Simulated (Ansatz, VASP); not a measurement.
## Two plane-wave programs on V

```
CELL_PARAMETERS angstrom
-1.51435 1.51435 1.51435
1.51435 -1.51435 1.51435
1.51435 1.51435 -1.51435
ATOMIC_POSITIONS crystal
V 0.00000 0.00000 0.00000
```

Alike in both runs: task relaxation of cell and atoms; functional RPBE; dispersion D4; k mesh 12 × 12 × 12; occupations fermi-dirac, width 0.05 eV; collinear spin, ferromagnetic start.

|  | VASP | Ansatz |
| --- | --- | --- |
| version | VASP 6.6.1 | Ansatz 0.2.0 |
| potentials or method | VASP PAW PBE potentials, release 64 (V_sv) | Ansatz PAW |
| plane-wave cutoff (eV) | 600 | 420 |
| valence electrons in the cell | 13 | 13 |

```tsv
	VASP	Ansatz	Ansatz less VASP
net moment per atom (μB)	0.00	0.00	0.000
relaxed volume (Å³/atom)	13.28	13.26	-0.021
relaxed cell length with the largest relative difference (Å)	2.584	2.582	-0.0013
energy change over the relaxation (meV/atom)	-15	-16	-0.7
```

Caveats: the PAW data sets were made with another functional, which shifts forces and pressure a little (VASP); pairwise dispersion overbinds metals, which lowers pressure and volume (VASP); the plane-wave basis is chosen anew once the cell has moved, so the energies of steps on either side of that aren't comparable (Ansatz); the PAW data sets come from PBE, with cores solved anew for the run's functional, which leaves a small shift of forces and pressure (Ansatz); the starting moments weren't kept (Ansatz).
